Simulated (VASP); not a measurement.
Write the native input for VASP 6.6.1 that does the following.

| Item | Value |
| --- | --- |
| Task | band structure |
| Functional | AM05 |
| Potentials or basis | VASP PAW PBE potentials, release 64 (Zn, S) |
| Cutoff | 520 eV |
| k mesh | 8 × 8 × 5 |
| Occupations | fermi-dirac, width 0.05 eV |
| Spin | no spin polarisation |
| Further INCAR settings | ALGO = Normal; EDIFF = 1e-07 |

ZnS (Wurtzite-2H):

```xyz
4
Lattice="3.8110 0.0000 0.0000 -1.9055 3.3004 0.0000 0.0000 0.0000 6.2340" Properties=species:S:1:pos:R:3 pbc="T T T"
Zn    1.9055    1.1001    3.1170
Zn    0.0000    2.2003    0.0000
S     1.9055    1.1001    5.5171
S     0.0000    2.2003    2.4001
```

These files were run (other wordings do the same):

POSCAR

```
ZnS
1.0
    3.8110000000      0.0000000000      0.0000000000
   -1.9055000000      3.3004228138      0.0000000000
    0.0000000000      0.0000000000      6.2340000000
Zn S
2 2
Direct
    0.6666666667      0.3333333333      0.5000000000
    0.3333333333      0.6666666667      0.0000000000
    0.6666666667      0.3333333333      0.8850000000
    0.3333333333      0.6666666667      0.3850000000
```

INCAR.step1

```
SYSTEM = ZnS
PREC     = Accurate       ! precision mode
ENCUT    = 520            ! plane-wave cutoff, eV
EDIFF    = 1E-7           ! SCF threshold, eV
ISMEAR   = -1             ! smearing method
SIGMA    = 0.05           ! smearing width, eV
LREAL    = .False.        ! projectors in reciprocal space
LASPH    = .True.         ! aspherical terms in the spheres
NELM     = 100            ! most SCF steps
ALGO     = Normal         ! electronic algorithm
ISIF     = 2              ! what is computed and relaxed
LWAVE    = .False.        ! write WAVECAR
LCHARG   = .True.         ! write CHGCAR
GGA      = AM             ! functional
```

KPOINTS.step1

```
Automatic mesh
0
Gamma
  8 8 5
  0 0 0
```

INCAR.step2

```
SYSTEM = ZnS
PREC     = Accurate       ! precision mode
ENCUT    = 520            ! plane-wave cutoff, eV
EDIFF    = 1E-7           ! SCF threshold, eV
ISMEAR   = 0              ! smearing method
SIGMA    = 0.05           ! smearing width, eV
LREAL    = .False.        ! projectors in reciprocal space
LASPH    = .True.         ! aspherical terms in the spheres
NELM     = 100            ! most SCF steps
ALGO     = Normal         ! electronic algorithm
ISIF     = 2              ! what is computed and relaxed
LWAVE    = .False.        ! write WAVECAR
LCHARG   = .False.        ! write CHGCAR
GGA      = AM             ! functional
ICHARG   = 11             ! starting density
```

KPOINTS.step2

```
path GMKGALHA,LM,KH
20
line-mode
reciprocal
 0.0000000000  0.0000000000  0.0000000000  G
 0.5000000000  0.0000000000  0.0000000000  M

 0.5000000000  0.0000000000  0.0000000000  M
 0.3333333333  0.3333333333  0.0000000000  K

 0.3333333333  0.3333333333  0.0000000000  K
 0.0000000000  0.0000000000  0.0000000000  G

 0.0000000000  0.0000000000  0.0000000000  G
 0.0000000000  0.0000000000  0.5000000000  A

 0.0000000000  0.0000000000  0.5000000000  A
 0.5000000000  0.0000000000  0.5000000000  L

 0.5000000000  0.0000000000  0.5000000000  L
 0.3333333333  0.3333333333  0.5000000000  H

 0.3333333333  0.3333333333  0.5000000000  H
 0.0000000000  0.0000000000  0.5000000000  A

 0.5000000000  0.0000000000  0.5000000000  L
 0.5000000000  0.0000000000  0.0000000000  M

 0.3333333333  0.3333333333  0.0000000000  K
 0.3333333333  0.3333333333  0.5000000000  H
```

Potentials or basis: VASP PAW PBE potentials, release 64 (Zn, S).

Launch:

```bash
$ cat potpaw_PBE.64/Zn/POTCAR potpaw_PBE.64/S/POTCAR > POTCAR
$ cp INCAR.step1 INCAR
$ cp KPOINTS.step1 KPOINTS
$ mpirun -np 1 vasp_std > vasp.out
$ cp INCAR.step2 INCAR
$ cp KPOINTS.step2 KPOINTS
$ mpirun -np 1 vasp_std > vasp.out
```

Results of the run:

```yaml
Band_gap_on_the_k_mesh: 2.24 eV, direct
Band_gap_along_the_path: 2.24 eV, direct
```

Caveat: the log is that of the step along the path at fixed density, whose energy, stress, charges and moments have no meaning.

Run time: 5.4 min on 1 thread of AMD EPYC 7R43 64-Core Processor (Zen 3), with other jobs on the host, peak memory 0.33 GiB.
